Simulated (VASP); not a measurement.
VASP 6.6.1 run: CdS

INCAR

```
ISIF = 2
NBANDS = 16
NSW = 0
PREC = Low
ENCUT = 520
NELM = 72
ISMEAR = -1
SIGMA = 0.02
IBRION = -1
GGA = PE
LASPH = .TRUE.
LWAVE = .FALSE.
EDIFF = 1E-7
LCHARG = .FALSE.
LREAL = .FALSE.
```

KPOINTS

```
KPOINTS created by Atomic Simulation Environment
0
Gamma
8 8 8
0 0 0
```

POSCAR

```
Cd S
 1.0000000000000000
     0.0000000000000000    3.0273912883000000    2.7995997332000000
     3.0273912883000000    0.0000000000000000    2.7995997332000000
     3.0273912883000000    3.0273912883000000    0.0000000000000000
 Cd  S
   1   1
Cartesian
  0.0000000000000000  0.0000000000000000  0.0000000000000000
  1.5136956441500000  1.5136956441500000  1.3997998666000000
```

The recommended PBE PAW datasets give the neutral cell 18 valence electrons.

Command

```
mpirun -np 1 vasp_std
```

Problem. Predict the outcome of this run.

Solution. It converged. Results: gap between bands v and c on the k mesh 0.94 eV; least direct gap on the k mesh 0.94 eV; pressure 1.0 GPa. Band v is the last that the valence electrons fill when counted band by band, and c is the next.

OSZICAR

```
N       E                     dE             d eps       ncg     rms          rms(c)
DAV:   1     0.106590955487E+03    0.10659E+03   -0.90364E+03  1936   0.102E+03
DAV:   2    -0.248698967941E+01   -0.10908E+03   -0.10316E+03  2280   0.251E+02
DAV:   3    -0.666167268992E+01   -0.41747E+01   -0.41641E+01  2352   0.509E+01
DAV:   4    -0.668801023677E+01   -0.26338E-01   -0.26335E-01  2368   0.396E+00
DAV:   5    -0.668837283154E+01   -0.36259E-03   -0.36259E-03  2376   0.443E-01    0.750E+00
DAV:   6    -0.615296763291E+01    0.53541E+00   -0.86347E-01  2792   0.113E+01    0.611E+00
DAV:   7    -0.613466590769E+01    0.18302E-01   -0.18882E-01  2400   0.298E+00    0.304E+00
DAV:   8    -0.613485272991E+01   -0.18682E-03   -0.16795E-02  2304   0.161E+00    0.279E-01
DAV:   9    -0.613478549244E+01    0.67237E-04   -0.19038E-03  2352   0.622E-01    0.617E-02
DAV:  10    -0.613492552392E+01   -0.14003E-03   -0.24516E-04  2424   0.148E-01    0.714E-02
DAV:  11    -0.613500844835E+01   -0.82924E-04   -0.13887E-04  2224   0.895E-02    0.262E-02
DAV:  12    -0.613500073792E+01    0.77104E-05   -0.22754E-05  2504   0.587E-02    0.942E-03
DAV:  13    -0.613500172013E+01   -0.98221E-06   -0.29473E-06  2264   0.102E-02    0.621E-03
DAV:  14    -0.613500161889E+01    0.10124E-06   -0.22739E-07  2464   0.299E-03    0.428E-03
DAV:  15    -0.613500160812E+01    0.10772E-07   -0.20471E-08  1664   0.881E-04
   1 F= -.61350016E+01 E0= -.61350016E+01  d E =-.922020E-11
```

Standard output (part)

```
POSCAR found type information on POSCAR CdS
 POSCAR found :  2 types and       2 ions
 LDA part: xc-table for (Slater+PW92), standard interpolation
 POSCAR, INCAR and KPOINTS ok, starting setup
 WAVECAR not read
 entering main loop
```

For comparison, a separate PBE run of the intended cell, on usual settings and not on those above, gives a gap of 0.94 eV on its mesh and a pressure of 0.9 GPa.
